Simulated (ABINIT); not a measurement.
# ZnSe (Stilleite) (F-43m) in ABINIT: further runs

One crystal, ZnSe (Stilleite), is run at these levels: PBE, PBEsol; tasks: single point.

Everything below comes from runs of ABINIT 10.8.3 (patched build). Logs are shortened: lines on timing, memory, paths and dates and some standing lists are left out, and cuts for length are marked. The log counts tension as positive stress, the text compression.

**Measured values to compare with.**

From “Alloy Disordering Effects on the Thermal Conductivity and Energy Gap Temperature Dependence of Cd1−xZnxSe Ternary Crystals Grown by the Bridgman Method”, 2023, pmc:10253836, for a bulk crystal of ZnSe at 300 K: band gap 2.695 ± 0.003 eV (an exciton energy, a little under the gap).

The results are compared with them further down.

### 1 The crystal as given

It takes space group F-43m (No. 216, cubic). The conventional cell has a = 5.668 Å, b = 5.668 Å, c = 5.668 Å, α = 90.00°, β = 90.00°, γ = 90.00°. Around Se (site symmetry -43m) lie 4 Zn at 2.45 Å. Zn (site symmetry -43m) is surrounded by 4 Se at 2.45 Å.

### 2 Single point, PBE

The input, run.abi:

```
# Pseudopotentials
pp_dirpath "./"
pseudos "Se.upf, Zn.upf"

# Structure
acell 3*1.0 Angstrom
rprim
     0.0000000000     2.8338000000     2.8338000000
     2.8338000000     0.0000000000     2.8338000000
     2.8338000000     2.8338000000     0.0000000000
ntypat 2
znucl 34 30
natom 2
typat 1 2
xred
     0.7500000000     0.7500000000     0.7500000000
     0.0000000000     0.0000000000     0.0000000000

# Plane-wave basis
ecut 39.0

# k points
kptopt 1
ngkpt 6 6 6
nshiftk 1
shiftk 0.0 0.0 0.0

# Exchange and correlation
ixc 11

# Bands and occupations
nband 22
occopt 3
tsmear 0.00183747

# SCF cycle
nstep 100
tolvrs 1.0e-10

# Output
iomode 3
prtwf 0
prtden 0
prteig 0
prtebands 0
enunit 2
prtvol 2
```

Potentials or basis: PseudoDojo NC SR PBE v0.4.1 standard.

Launch:

```
mpirun --bind-to none -np 4 abinit run.abi > log 2>&1
```

run.abo:

```text
.Version 10.8.3 of ABINIT
 Symmetries : space group F-4 3 m (#216); Bravais cF (face-center cubic)
================================================================================
 Values of the parameters that define the memory need of the present run
     intxc =       0    ionmov =       0      iscf =       7    lmnmax =       6
     lnmax =       6     mgfft =      45  mpssoang =       3    mqgrid =    3001
     natom =       2  nloc_mem =       1    nspden =       1   nspinor =       1
    nsppol =       1      nsym =      24    n1xccc =    2501    ntypat =       2
    occopt =       3   xclevel =       2
       mpw =        3593          nfft =       91125          nkpt =          16
================================================================================
================================================================================

--------------------------------------------------------------------------------
------------- Echo of variables that govern the present computation ------------
--------------------------------------------------------------------------------
 -outvars: echo values of preprocessed input variables --------
            acell      1.8897261259E+00  1.8897261259E+00  1.8897261259E+00 Bohr
              amu      7.89600000E+01  6.53900000E+01
             ecut      3.90000000E+01 Hartree
           enunit           2
              ixc          11
         kptrlatt        6    0    0      0    6    0      0    0    6
          kptrlen      4.54395803E+01
            natom           2
            nband          22
            ngfft          45      45      45
             nkpt          16
            nstep         100
             nsym          24
           ntypat           2
           occopt           3
           prtden           0
        prtebands           0
           prteig           0
           prtvol           2
            prtwf           0
            rprim      0.0000000000E+00  2.8338000000E+00  2.8338000000E+00
                       2.8338000000E+00  0.0000000000E+00  2.8338000000E+00
                       2.8338000000E+00  2.8338000000E+00  0.0000000000E+00
          spgroup         216
           tolvrs      1.00000000E-10
           tsmear      1.83747000E-03 Hartree
            typat      1  2
           xangst      4.2507000000E+00  4.2507000000E+00  4.2507000000E+00
                       0.0000000000E+00  0.0000000000E+00  0.0000000000E+00
[... 336 lines left out ...]
-121.84004  -75.99844  -75.99844  -75.99844  -43.50944  -43.50944  -43.50944  -43.50456
 -43.50456   -9.85379   -3.13526   -3.13526   -3.13526   -2.76693   -2.76693    3.40510
   3.40510    3.40510    4.69324    9.21972    9.21972    9.21972
 kpt#   2, nband= 22, wtk=  0.03704, kpt=  0.1667  0.0000  0.0000 (reduced coord)
-121.84004  -75.99849  -75.99848  -75.99848  -43.50960  -43.50960  -43.50960  -43.50475
 -43.50475   -9.67956   -3.11885   -3.10875   -3.10875   -2.76866   -2.76866    1.50162
   3.15308    3.15308    5.95654    9.28483    9.62190    9.62190
 kpt#   3, nband= 22, wtk=  0.03704, kpt=  0.3333  0.0000  0.0000 (reduced coord)
-121.84004  -75.99849  -75.99848  -75.99848  -43.50943  -43.50942  -43.50942  -43.50467
 -43.50467   -9.28862   -3.06412   -3.06412   -2.96461   -2.76024   -2.76024   -0.64779
   2.72626    2.72626    6.08872    9.89349    9.89349   10.97568
 kpt#   4, nband= 22, wtk=  0.01852, kpt=  0.5000  0.0000  0.0000 (reduced coord)
-121.84004  -75.99853  -75.99848  -75.99848  -43.50962  -43.50937  -43.50937  -43.50471
 -43.50471   -9.06553   -3.04791   -3.04791   -2.74824   -2.74824   -2.60707   -1.81658
   2.53888    2.53888    5.95155    9.79843    9.79843   11.97977
 kpt#   5, nband= 22, wtk=  0.02778, kpt=  0.1667  0.1667  0.0000 (reduced coord)
[... 32 lines left out ...]
-121.84004  -75.99853  -75.99850  -75.99850  -43.50982  -43.50920  -43.50920  -43.50482
 -43.50453   -8.79769   -3.10418   -2.88229   -2.88229   -2.71858   -2.58673   -1.34338
   1.22353    1.22353    6.39653    6.87280   14.13201   14.66084
 kpt#  14, nband= 22, wtk=  0.11111, kpt=  0.5000  0.3333  0.1667 (reduced coord)
-121.84004  -75.99851  -75.99848  -75.99848  -43.50957  -43.50935  -43.50924  -43.50475
 -43.50456   -9.01714   -3.04314   -2.99673   -2.89595   -2.75041   -2.69979   -0.78102
   0.95922    1.88209    8.10399    8.40300    9.89805   12.52912
 kpt#  15, nband= 22, wtk=  0.11111, kpt= -0.3333  0.3333  0.1667 (reduced coord)
-121.84004  -75.99852  -75.99850  -75.99850  -43.50954  -43.50947  -43.50923  -43.50473
 -43.50468   -8.86473   -3.02312   -2.96775   -2.80182   -2.77291   -2.52284   -1.33162
   0.57513    1.53092    8.19125    8.97139   10.54073   12.40048
 kpt#  16, nband= 22, wtk=  0.05556, kpt= -0.3333  0.5000  0.1667 (reduced coord)
-121.84004  -75.99852  -75.99850  -75.99850  -43.50965  -43.50934  -43.50919  -43.50471
 -43.50455   -8.79398   -3.03829   -2.91868   -2.84653   -2.75235   -2.49520   -1.29536
   0.78459    0.85707    7.87907    8.21689   11.67948   12.01506
 Total charge density [el/Bohr^3]
)     Maximum=    4.3870E+00  at reduced coord.    0.0667    0.9556    0.9556
)Next maximum=    4.3870E+00  at reduced coord.    0.0222    0.9556    0.9556
)     Minimum=    1.8520E-03  at reduced coord.    0.2444    0.2444    0.2444
)Next minimum=    1.8520E-03  at reduced coord.    0.2667    0.2444    0.2444
   Integrated=    3.6000E+01

--- !EnergyTerms
iteration_state     : {dtset: 1, }
comment             : Components of total free energy in Hartree
kinetic             :  1.70822901345727E+02
hartree             :  1.24975932442679E+02
xc                  : -4.67005363388540E+01
Ewald energy        : -1.64371564730923E+02
psp_core            :  6.58901094248040E+00
local_psp           : -3.20389141236413E+02
non_local_psp       : -1.01256772240898E+02
internal            : -3.30330169816201E+02
'-kT*entropy'       : -2.13365133554629E-09
total_energy        : -3.30330169818335E+02
total_energy_eV     : -8.98874183962720E+03
band_energy         : -4.32250637087949E+01
...

 Cartesian components of stress tensor (hartree/bohr^3)
  sigma(1 1)= -5.62676320E-05  sigma(3 2)=  0.00000000E+00
  sigma(2 2)= -5.62676320E-05  sigma(3 1)=  0.00000000E+00
  sigma(3 3)= -5.62676320E-05  sigma(2 1)=  0.00000000E+00

-Cartesian components of stress tensor (GPa)         [Pressure=  1.6555E+00 GPa]
- sigma(1 1)= -1.65545089E+00  sigma(3 2)=  0.00000000E+00
- sigma(2 2)= -1.65545089E+00  sigma(3 1)=  0.00000000E+00
- sigma(3 3)= -1.65545089E+00  sigma(2 1)=  0.00000000E+00

== END DATASET(S) ==============================================================
================================================================================

 -outvars: echo values of variables after computation  --------
            acell      1.8897261259E+00  1.8897261259E+00  1.8897261259E+00 Bohr
           etotal     -3.3033016982E+02
            fcart     -0.0000000000E+00 -0.0000000000E+00 -0.0000000000E+00
                      -0.0000000000E+00 -0.0000000000E+00 -0.0000000000E+00
            rprim      0.0000000000E+00  2.8338000000E+00  2.8338000000E+00
                       2.8338000000E+00  0.0000000000E+00  2.8338000000E+00
                       2.8338000000E+00  2.8338000000E+00  0.0000000000E+00
           strten     -5.6267631994E-05 -5.6267631994E-05 -5.6267631994E-05
                       0.0000000000E+00  0.0000000000E+00  0.0000000000E+00
           xangst      4.2507000000E+00  4.2507000000E+00  4.2507000000E+00
                       0.0000000000E+00  0.0000000000E+00  0.0000000000E+00
             xred      7.5000000000E-01  7.5000000000E-01  7.5000000000E-01
                       0.0000000000E+00  0.0000000000E+00  0.0000000000E+00
 Calculation completed.
```

It took 15 s on 4 MPI ranks of Arm Neoverse V2, shared host; peak memory 0.32 GiB.

Results:

```
Free energy                                           : -8988.7418 eV
Pressure                                              : 1.7 GPa
Band gap on the k mesh                                : 1.29 eV, direct
Valence electrons inside the program's atomic spheres : Se 13.26; Zn 18.13
```

(Continued in part 2 of 2.)
